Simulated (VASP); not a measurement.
Input of a VASP 6.6.1 run:

Contents of INCAR:

```
SYSTEM = Cu3Au
ALGO = Fast
EDIFF = 1E-6
ENCUT = 520
GGA = PS
ISIF = 2
ISMEAR = 0
LASPH = .True.
LCHARG = .False.
LREAL = .False.
LWAVE = .False.
NBANDS = 30
NELM = 60
PREC = Accurate
SIGMA = 0.1
```

File KPOINTS:

```
k-points
0
Gamma
  12 12 12
  0 0 0
```

Contents of POSCAR:

```
Cu3Au
1.0
    3.7127888779      0.0000000000      0.0000000000
    0.0000000000      3.7127888779      0.0000000000
    0.0000000000      0.0000000000      3.7127888779
Cu Au
3 1
Direct
    0.0000000000      0.5000000000      0.5000000000
    0.5000000000      0.0000000000      0.5000000000
    0.5000000000      0.5000000000      0.0000000000
    0.0000000000      0.0000000000      0.0000000000
```

Potentials or basis: VASP PAW PBE potentials, release 64 (Cu, Au).

The run is started by

```console
$ cat potpaw_PBE.64/Cu/POTCAR potpaw_PBE.64/Au/POTCAR > POTCAR
$ mpirun -np 1 vasp_std > vasp.out
```

(1) Predict the pressure.

(2) Predict the band gap on the k mesh.

Results:

(1) 0.5 GPa.

(2) none (metal or under the smearing width).

Caveat: the PAW data sets were made with another functional, which shifts forces and pressure a little.
